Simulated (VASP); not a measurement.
# MgS (P6_3mc) in VASP: notebook, part 2 of 2

VASP 6.6.1. Earlier steps stand in the parts before.

## 8. Equation of state, PBE

This step only gathers the single runs of the series.

Results:

```yaml
Equilibrium_volume: 23.04 Å³/atom
Bulk_modulus_at_fixed_shape_and_positions: 56 GPa
Pressure_derivative_of_the_bulk_modulus: 4.1
```

Energy against volume, from the lowest point:
```tsv
volume (Å³/atom)	energy (meV/atom)
21.309	25.88
21.763	13.60
22.216	5.46
22.670	1.04
23.123	0.00
23.576	2.02
24.030	6.79
```

Caveat: the cell was scaled at fixed shape and fractional positions, which overstates the stiffness of a crystal with free parameters, most of all of layers and chains.

## 9. Equation of state, PBEsol, 21.31 Å³/atom (volume scaled by 0.94)

Contents of INCAR:

```
PREC = Accurate
ENCUT = 520
EDIFF = 1E-7
ISMEAR = -1
SIGMA = 0.05
LREAL = False
LASPH = True
NELM = 100
ALGO = Normal
ISIF = 2
LWAVE = False
LCHARG = False
GGA = PS
NBANDS = 16
```

Contents of KPOINTS:

```
regular mesh
0
Gamma
  8 8 4
```

Contents of POSCAR:

```
MgS
1.0
    3.9522600636      0.0000000000      0.0000000000
   -1.9761300318      3.4227576175      0.0000000000
    0.0000000000      0.0000000000      6.3009860259
S Mg
2 2
Direct
    0.6666666667      0.3333333333      0.8792441500
    0.3333333333      0.6666666667      0.3792441500
    0.3333333333      0.6666666667      0.9957548500
    0.6666666667      0.3333333333      0.4957548500
```

Potentials or basis: VASP PAW PBE potentials, release 64 (S, Mg).

Command:

```sh
> cat potpaw_PBE.64/S/POTCAR potpaw_PBE.64/Mg/POTCAR > POTCAR
> mpirun -np 1 vasp_std > vasp.out
```

Wall time 33 s (1 thread of Intel Xeon Platinum 8259CL at 2.50GHz (Skylake/Cascade Lake), shared host); peak memory 0.2 GiB.

Results (log left out):

| Quantity | Value |
| --- | --- |
| Free energy | -17.8200 eV |
| Pressure | 3.6 GPa |
| Largest force | 0.037 eV/Å |
| Band gap on the k mesh | 3.58 eV, direct |

Caveat: the PAW data sets were made with another functional, which shifts forces and pressure a little.

## 10. Equation of state, PBEsol, 21.76 Å³/atom (volume scaled by 0.96)

INCAR is that of step 9.

KPOINTS is that of step 9.

Contents of POSCAR:

```
MgS
1.0
    3.9800937980      0.0000000000      0.0000000000
   -1.9900468990      3.4468623386      0.0000000000
    0.0000000000      0.0000000000      6.3453606289
S Mg
2 2
Direct
    0.6666666667      0.3333333333      0.8792441500
    0.3333333333      0.6666666667      0.3792441500
    0.3333333333      0.6666666667      0.9957548500
    0.6666666667      0.3333333333      0.4957548500
```

Command:

```sh
> cat potpaw_PBE.64/S/POTCAR potpaw_PBE.64/Mg/POTCAR > POTCAR
> mpirun -np 1 vasp_std > vasp.out
```

Run time: 34 s. Hardware: 1 thread of Intel Xeon Platinum 8259CL at 2.50GHz (Skylake/Cascade Lake), shared host; peak memory 0.2 GiB.

It converged, with:

- Free energy: -17.8525 eV
- Pressure: 2.1 GPa
- Largest force: 0.040 eV/Å
- Band gap on the k mesh: 3.47 eV, direct

Caveat: the PAW data sets were made with another functional, which shifts forces and pressure a little.

## 11. Equation of state, PBEsol, 22.22 Å³/atom (volume scaled by 0.98)

INCAR is that of step 10.

KPOINTS is that of step 10.

Contents of POSCAR:

```
MgS
1.0
    4.0075435882      0.0000000000      0.0000000000
   -2.0037717941      3.4706345542      0.0000000000
    0.0000000000      0.0000000000      6.3891231196
S Mg
2 2
Direct
    0.6666666667      0.3333333333      0.8792441500
    0.3333333333      0.6666666667      0.3792441500
    0.3333333333      0.6666666667      0.9957548500
    0.6666666667      0.3333333333      0.4957548500
```

Command:

```sh
> cat potpaw_PBE.64/S/POTCAR potpaw_PBE.64/Mg/POTCAR > POTCAR
> mpirun -np 1 vasp_std > vasp.out
```

Run time: 34 s. Hardware: 1 thread of Intel Xeon Platinum 8259CL at 2.50GHz (Skylake/Cascade Lake), shared host; peak memory 0.2 GiB.

Results (log left out):

| Property | Result |
| --- | --- |
| Free energy | -17.8692 eV |
| Pressure | 0.8 GPa |
| Largest force | 0.043 eV/Å |
| Band gap on the k mesh | 3.37 eV, direct |

Caveat: the PAW data sets were made with another functional, which shifts forces and pressure a little.

## 12. Equation of state, PBEsol, 23.12 Å³/atom (volume scaled by 1.02)

INCAR is that of step 11.

KPOINTS is that of step 11.

Contents of POSCAR:

```
MgS
1.0
    4.0613425392      0.0000000000      0.0000000000
   -2.0306712696      3.5172258124      0.0000000000
    0.0000000000      0.0000000000      6.4748933962
S Mg
2 2
Direct
    0.6666666667      0.3333333333      0.8792441500
    0.3333333333      0.6666666667      0.3792441500
    0.3333333333      0.6666666667      0.9957548500
    0.6666666667      0.3333333333      0.4957548500
```

Potentials or basis: VASP PAW PBE potentials, release 64 (S, Mg).

Command:

```sh
> cat potpaw_PBE.64/S/POTCAR potpaw_PBE.64/Mg/POTCAR > POTCAR
> mpirun -np 1 vasp_std > vasp.out
```

It took 34 s on 1 thread of Intel Xeon Platinum 8259CL at 2.50GHz (Skylake/Cascade Lake), shared host; peak memory 0.21 GiB.

The run converged. Its results:

- Free energy: -17.8611 eV
- Pressure: -1.5 GPa
- Largest force: 0.047 eV/Å
- Band gap on the k mesh: 3.18 eV, direct

Caveat: the PAW data sets were made with another functional, which shifts forces and pressure a little.

## 13. Equation of state, PBEsol, 23.58 Å³/atom (volume scaled by 1.04)

INCAR is that of step 12.

KPOINTS is that of step 12.

Contents of POSCAR:

```
MgS
1.0
    4.0877156323      0.0000000000      0.0000000000
   -2.0438578162      3.5400655811      0.0000000000
    0.0000000000      0.0000000000      6.5169393366
S Mg
2 2
Direct
    0.6666666667      0.3333333333      0.8792441500
    0.3333333333      0.6666666667      0.3792441500
    0.3333333333      0.6666666667      0.9957548500
    0.6666666667      0.3333333333      0.4957548500
```

Command:

```sh
> cat potpaw_PBE.64/S/POTCAR potpaw_PBE.64/Mg/POTCAR > POTCAR
> mpirun -np 1 vasp_std > vasp.out
```

Wall time 34 s (1 thread of Intel Xeon Platinum 8259CL at 2.50GHz (Skylake/Cascade Lake), shared host); peak memory 0.21 GiB.

Results (log left out):

- Free energy: -17.8390 eV
- Pressure: -2.5 GPa
- Largest force: 0.049 eV/Å
- Band gap on the k mesh: 3.08 eV, direct

Caveat: the PAW data sets were made with another functional, which shifts forces and pressure a little.

## 14. Equation of state, PBEsol, 24.03 Å³/atom (volume scaled by 1.06)

INCAR is that of step 13.

KPOINTS is that of step 13.

Contents of POSCAR:

```
MgS
1.0
    4.1137527396      0.0000000000      0.0000000000
   -2.0568763698      3.5626143774      0.0000000000
    0.0000000000      0.0000000000      6.5584496235
S Mg
2 2
Direct
    0.6666666667      0.3333333333      0.8792441500
    0.3333333333      0.6666666667      0.3792441500
    0.3333333333      0.6666666667      0.9957548500
    0.6666666667      0.3333333333      0.4957548500
```

Command:

```sh
> cat potpaw_PBE.64/S/POTCAR potpaw_PBE.64/Mg/POTCAR > POTCAR
> mpirun -np 1 vasp_std > vasp.out
```

Wall time 32 s (1 thread of Intel Xeon Platinum 8259CL at 2.50GHz (Skylake/Cascade Lake), shared host); peak memory 0.23 GiB.

It converged, with:

```yaml
Free_energy: -17.8064 eV
Pressure: -3.3 GPa
Largest_force: 0.051 eV/Å
Band_gap_on_the_k_mesh: 3.00 eV, direct
```

Caveat: the PAW data sets were made with another functional, which shifts forces and pressure a little.

## 15. Equation of state, PBEsol

Potentials or basis: VASP PAW PBE potentials, release 64 (S, Mg).

This step only gathers the single runs of the series.

What came out:

```yaml
Equilibrium_volume: 22.52 Å³/atom
Bulk_modulus_at_fixed_shape_and_positions: 58 GPa
Pressure_derivative_of_the_bulk_modulus: 4.1
```

Energy against volume, from the lowest point:
| volume (Å³/atom) | energy (meV/atom) |
| --- | --- |
| 21.309 | 12.89 |
| 21.763 | 4.77 |
| 22.216 | 0.60 |
| 22.670 | 0.00 |
| 23.123 | 2.62 |
| 23.576 | 8.14 |
| 24.030 | 16.29 |

Caveat: the cell was scaled at fixed shape and fractional positions, which overstates the stiffness of a crystal with free parameters, most of all of layers and chains; the PAW data sets were made with another functional, which shifts forces and pressure a little.
